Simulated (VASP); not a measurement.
# VO2 (P4_2/mnm) in VASP: further runs, part 2 of 2

VASP 6.6.1. Earlier steps stand in the parts before.

### 5 Band structure, PBE+U, collinear spin, ferromagnetic start

This run uses another cell than the first one, of 10.28 Å³/atom, 1.047 times its volume.

INCAR reads:

```
SYSTEM = VO2
ALGO = Normal
AMIX = 0.2
AMIX_MAG = 0.8
BMIX = 1E-4
BMIX_MAG = 1E-4
EDIFF = 1E-6
ENCUT = 520
GGA = PE
ISIF = 2
ISMEAR = 0
ISPIN = 2
KPAR = 4
LASPH = .True.
LCHARG = .False.
LDAU = .True.
LDAUJ = 0 0
LDAUL = 2 -1
LDAUPRINT = 1
LDAUTYPE = 2
LDAUU = 3.25 0
LMAXMIX = 4
LORBIT = 11
LREAL = .False.
LWAVE = .False.
MAGMOM = 1 1 0 0 0 0
NBANDS = 38
NELM = 150
PREC = Accurate
SIGMA = 0.03
```

KPOINTS reads:

```
k-points
0
Gamma
  6 6 10
  0 0 0
```

POSCAR reads:

```
VO2                                     
1.0
    4.5066902065     -0.0000000000      0.0000000000
   -0.0000000000      4.5066902065      0.0000000000
    0.0000000000      0.0000000000      3.0354335182
  V               O             
     2     4
Direct
     0.0000000000000000    1.0000000000000000    0.0000000000000000
     0.5000000000000000    0.5000000000000000    0.5000000000000000
     0.2994324691004833    0.2994324691004833    0.0000000000000000
     0.2005675308995166    0.7994324691004834    0.5000000000000000
     0.7005675308995166    0.7005675308995166    0.0000000000000000
     0.7994324691004834    0.2005675308995166    0.5000000000000000
```

KPOINTS_OPT reads:

```
explicit points
91
Reciprocal
 0.0000000000  0.0000000000  0.0000000000 1
 0.0000000000  0.0555555556  0.0000000000 1
 0.0000000000  0.1111111111  0.0000000000 1
 0.0000000000  0.1666666667  0.0000000000 1
 0.0000000000  0.2222222222  0.0000000000 1
 0.0000000000  0.2777777778  0.0000000000 1
 0.0000000000  0.3333333333  0.0000000000 1
 0.0000000000  0.3888888889  0.0000000000 1
 0.0000000000  0.4444444444  0.0000000000 1
 0.0000000000  0.5000000000  0.0000000000 1
 0.0000000000  0.5000000000  0.0000000000 1
 0.0555555556  0.5000000000  0.0000000000 1
 0.1111111111  0.5000000000  0.0000000000 1
 0.1666666667  0.5000000000  0.0000000000 1
 0.2222222222  0.5000000000  0.0000000000 1
 0.2777777778  0.5000000000  0.0000000000 1
 0.3333333333  0.5000000000  0.0000000000 1
 0.3888888889  0.5000000000  0.0000000000 1
 0.4444444444  0.5000000000  0.0000000000 1
 0.5000000000  0.5000000000  0.0000000000 1
 0.5000000000  0.5000000000  0.0000000000 1
 0.4444444444  0.4444444444  0.0000000000 1
 0.3888888889  0.3888888889  0.0000000000 1
 0.3333333333  0.3333333333  0.0000000000 1
 0.2777777778  0.2777777778  0.0000000000 1
 0.2222222222  0.2222222222  0.0000000000 1
 0.1666666667  0.1666666667  0.0000000000 1
 0.1111111111  0.1111111111  0.0000000000 1
 0.0555555556  0.0555555556  0.0000000000 1
 0.0000000000  0.0000000000  0.0000000000 1
 0.0000000000  0.0000000000  0.0000000000 1
 0.0000000000  0.0000000000  0.0555555556 1
 0.0000000000  0.0000000000  0.1111111111 1
 0.0000000000  0.0000000000  0.1666666667 1
 0.0000000000  0.0000000000  0.2222222222 1
 0.0000000000  0.0000000000  0.2777777778 1
 0.0000000000  0.0000000000  0.3333333333 1
 0.0000000000  0.0000000000  0.3888888889 1
 0.0000000000  0.0000000000  0.4444444444 1
 0.0000000000  0.0000000000  0.5000000000 1
 0.0000000000  0.0000000000  0.5000000000 1
 0.0000000000  0.0555555556  0.5000000000 1
 0.0000000000  0.1111111111  0.5000000000 1
 0.0000000000  0.1666666667  0.5000000000 1
 0.0000000000  0.2222222222  0.5000000000 1
 0.0000000000  0.2777777778  0.5000000000 1
 0.0000000000  0.3333333333  0.5000000000 1
 0.0000000000  0.3888888889  0.5000000000 1
 0.0000000000  0.4444444444  0.5000000000 1
 0.0000000000  0.5000000000  0.5000000000 1
 0.0000000000  0.5000000000  0.5000000000 1
 0.0555555556  0.5000000000  0.5000000000 1
 0.1111111111  0.5000000000  0.5000000000 1
 0.1666666667  0.5000000000  0.5000000000 1
 0.2222222222  0.5000000000  0.5000000000 1
 0.2777777778  0.5000000000  0.5000000000 1
 0.3333333333  0.5000000000  0.5000000000 1
 0.3888888889  0.5000000000  0.5000000000 1
 0.4444444444  0.5000000000  0.5000000000 1
 0.5000000000  0.5000000000  0.5000000000 1
 0.5000000000  0.5000000000  0.5000000000 1
 0.4444444444  0.4444444444  0.5000000000 1
 0.3888888889  0.3888888889  0.5000000000 1
 0.3333333333  0.3333333333  0.5000000000 1
 0.2777777778  0.2777777778  0.5000000000 1
 0.2222222222  0.2222222222  0.5000000000 1
 0.1666666667  0.1666666667  0.5000000000 1
 0.1111111111  0.1111111111  0.5000000000 1
 0.0555555556  0.0555555556  0.5000000000 1
 0.0000000000  0.0000000000  0.5000000000 1
 0.0000000000  0.5000000000  0.0000000000 1
 0.0000000000  0.5000000000  0.0555555556 1
 0.0000000000  0.5000000000  0.1111111111 1
 0.0000000000  0.5000000000  0.1666666667 1
 0.0000000000  0.5000000000  0.2222222222 1
 0.0000000000  0.5000000000  0.2777777778 1
 0.0000000000  0.5000000000  0.3333333333 1
 0.0000000000  0.5000000000  0.3888888889 1
 0.0000000000  0.5000000000  0.4444444444 1
 0.0000000000  0.5000000000  0.5000000000 1
 0.5000000000  0.5000000000  0.0000000000 1
 0.5000000000  0.5000000000  0.0555555556 1
 0.5000000000  0.5000000000  0.1111111111 1
 0.5000000000  0.5000000000  0.1666666667 1
 0.5000000000  0.5000000000  0.2222222222 1
 0.5000000000  0.5000000000  0.2777777778 1
 0.5000000000  0.5000000000  0.3333333333 1
 0.5000000000  0.5000000000  0.3888888889 1
 0.5000000000  0.5000000000  0.4444444444 1
 0.5000000000  0.5000000000  0.5000000000 1
 0.0000000000  0.0000000000  0.0000000000 1
```

On the command line:

```console
$ cat potpaw_PBE.64/V_sv/POTCAR potpaw_PBE.64/O/POTCAR > POTCAR
$ mpirun -np 4 vasp_std > vasp.out
```

It took 90 s on 4 MPI ranks of Intel Xeon Platinum 8488C (Sapphire Rapids), shared host; peak memory 0.46 GiB.

It converged, with:

- Free energy: -46.5877 eV
- Pressure: 0.7 GPa
- Largest force: 0.004 eV/Å
- Band gap on the k mesh: 0.95 eV, indirect (least direct gap 1.19 eV)
- Band gap along the path: 0.95 eV, indirect (least direct gap 1.19 eV)
- Net moment: 2.00 μB per cell
- Site moments: V +1.07; O -0.05 μB
- Valence electrons inside the program's atomic spheres: V 11.32; O 5.05

Forces on the atoms (eV/Å):
```
V    0.000  0.000  0.000
V    0.000  0.000  0.000
O    0.003  0.003  0.000
O   -0.003  0.003  0.000
O   -0.003 -0.003  0.000
O    0.003 -0.003  0.000
```

Levels at the corners of the path, in eV from the valence-band top:
Spin up:
```csv
point,band 23,band 24,band 25,band 26,band 27,band 28,band 29,band 30
Γ,-0.94,-0.54,-0.54,0.00,1.19,1.32,1.32,2.35
X,-0.83,-0.83,-0.60,-0.60,1.97,1.97,2.36,2.36
X,-0.83,-0.83,-0.60,-0.60,1.97,1.97,2.36,2.36
M,-1.41,-1.41,-1.32,-1.32,1.35,1.35,2.72,2.72
M,-1.41,-1.41,-1.32,-1.32,1.35,1.35,2.72,2.72
Γ,-0.94,-0.54,-0.54,0.00,1.19,1.32,1.32,2.35
Γ,-0.94,-0.54,-0.54,0.00,1.19,1.32,1.32,2.35
Z,-1.59,-1.59,-0.80,-0.80,2.13,2.13,2.65,2.65
Z,-1.59,-1.59,-0.80,-0.80,2.13,2.13,2.65,2.65
R,-1.12,-1.12,-0.81,-0.81,0.95,0.95,2.80,2.80
R,-1.12,-1.12,-0.81,-0.81,0.95,0.95,2.80,2.80
A,-0.80,-0.80,-0.71,-0.71,1.77,1.77,2.10,2.10
A,-0.80,-0.80,-0.71,-0.71,1.77,1.77,2.10,2.10
Z,-1.59,-1.59,-0.80,-0.80,2.13,2.13,2.65,2.65
X,-0.83,-0.83,-0.60,-0.60,1.97,1.97,2.36,2.36
R,-1.12,-1.12,-0.81,-0.81,0.95,0.95,2.80,2.80
M,-1.41,-1.41,-1.32,-1.32,1.35,1.35,2.72,2.72
A,-0.80,-0.80,-0.71,-0.71,1.77,1.77,2.10,2.10
```
Spin down:
```csv
point,band 21,band 22,band 23,band 24,band 25,band 26,band 27,band 28
Γ,-1.01,-0.65,-0.65,-0.15,2.06,2.11,2.11,2.71
X,-2.14,-2.14,-0.90,-0.90,2.72,2.72,3.06,3.06
X,-2.14,-2.14,-0.90,-0.90,2.72,2.72,3.06,3.06
M,-1.80,-1.80,-1.47,-1.47,2.14,2.14,2.57,2.57
M,-1.80,-1.80,-1.47,-1.47,2.14,2.14,2.57,2.57
Γ,-1.01,-0.65,-0.65,-0.15,2.06,2.11,2.11,2.71
Γ,-1.01,-0.65,-0.65,-0.15,2.06,2.11,2.11,2.71
Z,-2.72,-2.72,-1.62,-1.62,2.83,2.83,3.27,3.27
Z,-2.72,-2.72,-1.62,-1.62,2.83,2.83,3.27,3.27
R,-2.13,-2.13,-1.23,-1.23,1.76,1.76,3.45,3.45
R,-2.13,-2.13,-1.23,-1.23,1.76,1.76,3.45,3.45
A,-1.55,-1.55,-0.78,-0.78,2.47,2.47,2.80,2.80
A,-1.55,-1.55,-0.78,-0.78,2.47,2.47,2.80,2.80
Z,-2.72,-2.72,-1.62,-1.62,2.83,2.83,3.27,3.27
X,-2.14,-2.14,-0.90,-0.90,2.72,2.72,3.06,3.06
R,-2.13,-2.13,-1.23,-1.23,1.76,1.76,3.45,3.45
M,-1.80,-1.80,-1.47,-1.47,2.14,2.14,2.57,2.57
A,-1.55,-1.55,-0.78,-0.78,2.47,2.47,2.80,2.80
```

Eigenvalues of the final occupation matrices:
```csv
site,spin,trace,eigenvalues
site 1 d,1,1.90,0.14 0.17 0.28 0.38 0.93
site 1 d,2,0.85,0.05 0.11 0.12 0.26 0.30
site 2 d,1,1.90,0.14 0.17 0.28 0.38 0.93
site 2 d,2,0.85,0.05 0.11 0.12 0.26 0.30
```

### 6 The runs side by side

```tsv
task	cell	cutoff (eV)	gap on the mesh (eV)	pressure (GPa)	moment (μB)
single point	P4_2/mnm, 9.81 Å³/atom	600	none	14.3	2.00
relaxation of cell and atoms	relaxed	600	0.95	0.0	2.00
band structure	P4_2/mnm, 10.28 Å³/atom	520	0.95	0.7	2.00
```

Alike in all rows: level PBE+U; potentials or basis VASP PAW PBE potentials, release 64 (V_sv, O); spin collinear, ferromagnetic start; V d U = 3.25 eV; k mesh 6 × 6 × 10; smearing gaussian 0.03 eV.

Total energies depend on the potentials used, so only differences within one code and one set of settings carry meaning.
